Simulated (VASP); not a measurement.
# I (C2/m) in VASP: notebook

The runs below take I through single point, with r2SCAN.

All numbers are computed with VASP 6.6.1; they aren't measurements. Logs are shortened: lines on timing, memory, paths and dates and some standing lists are left out, and cuts for length are marked.

**1. Starting point**

It takes space group C2/m (No. 12, monoclinic). Conventional cell: a = 5.077 Å, b = 7.413 Å, c = 2.880 Å, α = 90.00°, β = 124.24°, γ = 90.00°. I (site symmetry 2/m) has 2 I at 2.88 Å as nearest neighbours.

**2. Single point, r2SCAN**

The input, INCAR:

```
PREC     = Accurate       # precision mode
ENCUT    = 460            # plane-wave cutoff, eV
EDIFF    = 1E-6           # SCF threshold, eV
ISMEAR   = 0              # smearing method
SIGMA    = 0.01           # smearing width, eV
LREAL    = F              # projectors in reciprocal space
LASPH    = T              # aspherical terms in the spheres
NELM     = 100            # most SCF steps
ALGO     = Normal         # electronic algorithm
ISIF     = 2              # what is computed and relaxed
LWAVE    = F              # write WAVECAR
LCHARG   = F              # write CHGCAR
METAGGA  = R2SCAN         # meta-GGA
LMIXTAU  = T            
NBANDS   = 10             # bands
ADDGRID  = F
```

The input, KPOINTS:

```
Automatic mesh
0
Gamma
  5 5 8
```

The input, POSCAR:

```
I
1.0
    2.5383465792     -3.7066249365      0.0000000000
    2.5383465792      3.7066249365      0.0000000000
   -1.6208748370      0.0000000000      2.3810977968
I
1
Direct
    0.5000000000      0.5000000000      0.5000000000
```

Potentials or basis: VASP PAW PBE potentials, release 64 (I).

Run with:

```
$ cat potpaw_PBE.64/I/POTCAR > POTCAR
$ mpirun -np 1 vasp_std > vasp.out
```

OUTCAR:

```text
PREC = Accurate
   ENCUT = 460
   EDIFF = 1E-6
   ISMEAR = 0
   LREAL = F
   LASPH = T
   NELM = 100
   ISIF = 2
   METAGGA = R2SCAN

 Found     63 irreducible k-points:

 Following reciprocal coordinates:
            Coordinates               Weight
  0.000000  0.000000  0.000000      1.000000
  0.200000 -0.000000 -0.000000      4.000000
  0.400000 -0.000000  0.000000      4.000000
  0.200000  0.200000 -0.000000      2.000000
  0.400000  0.200000 -0.000000      4.000000
 -0.400000  0.200000 -0.000000      4.000000
   k-points           NKPTS =     63   k-points in BZ     NKDIM =     63   number of bands    NBANDS=     10
   number of dos      NEDOS =    301   number of ions     NIONS =      1
   total plane-waves  NPLWV =  20480
   dimension x,y,z NGX =    32 NGY =   32 NGZ =   20
   dimension x,y,z NGXF=    64 NGYF=   64 NGZF=   40
   ions per type =               1
   NGX,Y,Z   is equivalent  to a cutoff of  11.84, 11.84, 11.54 a.u.
   NGXF,Y,Z  is equivalent  to a cutoff of  23.68, 23.68, 23.09 a.u.
 SYSTEM =  unknown system
   PREC   = accura    normal or accurate (medium, high low for compatibility)
   ISTART =      0    job   : 0-new  1-cont  2-samecut
   ICHARG =      2    charge: 1-file 2-atom 10-const
   ISPIN  =      1    spin polarized calculation?
   LNONCOLLINEAR =      F non collinear calculations
   LSORBIT =      F    spin-orbit coupling
   LASPH  =      T    aspherical Exc in radial PAW
   ENCUT  =  460.0 eV  33.81 Ry    5.81 a.u.   7.86  7.86  5.04*2*pi/ulx,y,z
   NELM   =    100;   NELMIN=  2; NELMDL= -5     # of ELM steps
   EDIFF  = 0.1E-05   stopping-criterion for ELM
[... 12 lines left out ...]
   EMIN   =  10.00;   EMAX   =-10.00  energy-range for DOS
   EFERMI =   0.00;   METHOD = LEGACY
   ISMEAR =     0;   SIGMA  =   0.01  broadening in eV -4-tet -1-fermi 0-gaus
   EFERMI_NEDOS =   21; number of points for ismear=-14 and -15
   IALGO  =     38    algorithm
   IMIX   =      4    mixing-type and parameters
     AMIX     =   0.40;   BMIX     =  1.00
     AMIX_MAG =   1.60;   BMIX_MAG =  1.00
  volume/ion in A,a.u.               =      44.81       302.37
  Fermi-wavevector in a.u.,A,eV,Ry     =   0.881716  1.666201 10.577477  0.777423
  Thomas-Fermi vector in A             =   2.002249
   LORBIT       =      0    0 simple, 1 ext, 2 COOP (PROOUT), +10 PAW based schemes
   METAGGA = R2SCAN    functional components
   LHFCALC =     F    Hartree Fock is set to
   AEXX    =    0.0000 exact exchange contribution
   IVDW    =     0    specifies the selected vdW correction
   LEPSILON=     F    determine dielectric tensor
   LRPA    =     F    only Hartree local field effects (RPA)
 non-spin polarized calculation
 Gauss-broadening in eV      SIGMA  =   0.01
  energy-cutoff  :      460.00
  volume of cell :       44.81
 maximum number of plane-waves:      1020
   NGX = 15   NGY = 15   NGZ = 11

 number of electron       7.0000001 magnetization

 Free energy of the ion-electron system (eV)
  ---------------------------------------------------
  ext. energy  EPLUGINS =         0.00000000
  ---------------------------------------------------
  free energy    TOTEN  =       -24.49075550 eV

  energy without entropy =      -24.49070438  energy(sigma->0) =      -24.49072994

 E-fermi :   1.6488     XC(G=0):  -8.1527

 val. band max:        1.6393317717   @ k =  -0.2000  -0.2000   0.3750
 cond. band min:       1.6600769317   @ k =  -0.2000   0.2000   0.5000
 fundamental gap:      0.0207451600
 Fermi energy:         1.6487542421

 k-point     1 :       0.0000    0.0000    0.0000
  band No.  band energies     occupation
      1     -12.1237      2.00000
      2       0.2592      2.00000
      3       0.2600      2.00000
      4       6.2746      0.00000
      5       6.7313      0.00000
      6      10.2269      0.00000
      7      10.5581      0.00000
      8      13.1789      0.00000
      9      13.4490      0.00000
     10      18.7664      0.00000

 k-point     2 :       0.2000   -0.0000   -0.0000
  band No.  band energies     occupation
      1     -12.0236      2.00000
      2      -0.6130      2.00000
      3       0.0739      2.00000
      4       6.2806      0.00000
      5       7.8308      0.00000
      6       9.6145      0.00000
      7      11.3226      0.00000
      8      13.4492      0.00000
      9      15.8185      0.00000
     10      19.0002      0.00000

 k-point     3 :       0.4000   -0.0000    0.0000
  band No.  band energies     occupation
      1     -11.8511      2.00000
      2      -1.6885      2.00000
      3      -0.1968      2.00000
      4       6.2908      0.00000
      5       7.5316      0.00000
      6      11.9994      0.00000
      7      13.4231      0.00000
      8      13.9859      0.00000
      9      17.9985      0.00000
     10      18.6281      0.00000

 k-point     4 :       0.2000    0.2000   -0.0000
  band No.  band energies     occupation
      1     -11.8823      2.00000
      2      -1.3940      2.00000
      3      -0.3460      2.00000
      4       6.3140      0.00000
      5       8.9758      0.00000
      6       9.3155      0.00000
      7      13.2855      0.00000
      8      14.1819      0.00000
      9      18.1083      0.00000
     10      19.0563      0.00000

 k-point     5 :       0.4000    0.2000   -0.0000
  band No.  band energies     occupation
      1     -11.8010      2.00000
      2      -1.6483      2.00000
      3      -0.7578      2.00000
      4       6.2533      0.00000
      5       8.7313      0.00000
      6      11.5748      0.00000
      7      12.6968      0.00000
      8      14.9464      0.00000
      9      17.2501      0.00000
     10      18.9797      0.00000

 k-point     6 :      -0.4000    0.2000   -0.0000
  band No.  band energies     occupation
      1     -11.8988      2.00000
      2      -1.2544      2.00000
      3      -0.4244      2.00000
      4       6.1839      0.00000
      5       9.0891      0.00000
      6       9.3423      0.00000
      7      12.9246      0.00000
      8      14.0382      0.00000
      9      17.8657      0.00000
     10      18.7596      0.00000

 [... further k-points ...]
[... 5 lines left out ...]
  --------------------------------------------------------------------------------------
  -------------------------------------------------------------------------------------
  Total        0.0883702      0.0905691      0.6507215      0.0000000      0.0000000     -0.7938855
  in kB        3.1599458      3.2385744     23.2685309      0.0000000      0.0000000    -28.3877953
  external PRESSURE =       9.8890170 kB  Pullay stress =       0.0000000 kB

 VOLUME and BASIS-vectors are now :
 -----------------------------------------------------------------------------
  energy-cutoff  :      460.00
  volume of cell :       44.81
      direct lattice vectors                 reciprocal lattice vectors
     2.538346579 -3.706624936  0.000000000     0.196978618 -0.134893605  0.134088438
     2.538346579  3.706624936  0.000000000     0.196978618  0.134893605  0.134088438
    -1.620874837  0.000000000  2.381097797     0.000000000  0.000000000  0.419974350

 POSITION                                       TOTAL-FORCE (eV/Angst)
 -----------------------------------------------------------------------------------
      1.72791      0.00000      1.19055         0.000000      0.000000      0.000000
 -----------------------------------------------------------------------------------
    total drift:                               -0.000000     -0.000000     -0.000000

  FREE ENERGIE OF THE ION-ELECTRON SYSTEM (eV)
  ---------------------------------------------------
  free  energy   TOTEN  =       -24.4907554958 eV

  energy  without entropy=      -24.4907043775  energy(sigma->0) =      -24.49072994
```

Wall time 40 s (1 thread of Intel Xeon Platinum 8375C at 2.90GHz (Ice Lake), shared host); peak memory 0.17 GiB.

These settings aren't checked as converged: the numbers below hold their error.

What came out:

```
Free energy            : -24.4908 eV
Pressure               : 1.0 GPa
Band gap on the k mesh : none (metal or under the smearing width)
```

Caveat: the PAW data sets were made with another functional, which shifts forces and pressure a little; an odd number of electrons without spin polarisation forces a metal; a magnetic or distorted state may lie lower.

**3. Single point, r2SCAN**

Edit INCAR of step 2 so:

```diff
@@ -1,2 +1,2 @@
-PREC     = Accurate       # precision mode
+PREC     = Low            # precision mode
 ENCUT    = 460            # plane-wave cutoff, eV
@@ -4,3 +4,3 @@
 ISMEAR   = 0              # smearing method
-SIGMA    = 0.01           # smearing width, eV
+SIGMA    = 0.05           # smearing width, eV
 LREAL    = F              # projectors in reciprocal space
```

KPOINTS is that of step 2.

POSCAR is that of step 2.

Potentials or basis: VASP PAW PBE potentials, release 64 (I).

Run with:

```
$ cat potpaw_PBE.64/I/POTCAR > POTCAR
$ mpirun -np 1 vasp_std > vasp.out
```

Wall time 23 s (1 thread of Intel Xeon Platinum 8375C at 2.90GHz (Ice Lake), shared host); peak memory 0.13 GiB.

These settings aren't checked as converged: the numbers below hold their error.

Results:

- Free energy: -24.4921 eV
- Pressure: 1.0 GPa
- Band gap on the k mesh: none (metal or under the smearing width)

Caveat: the PAW data sets were made with another functional, which shifts forces and pressure a little; an odd number of electrons without spin polarisation forces a metal; a magnetic or distorted state may lie lower.
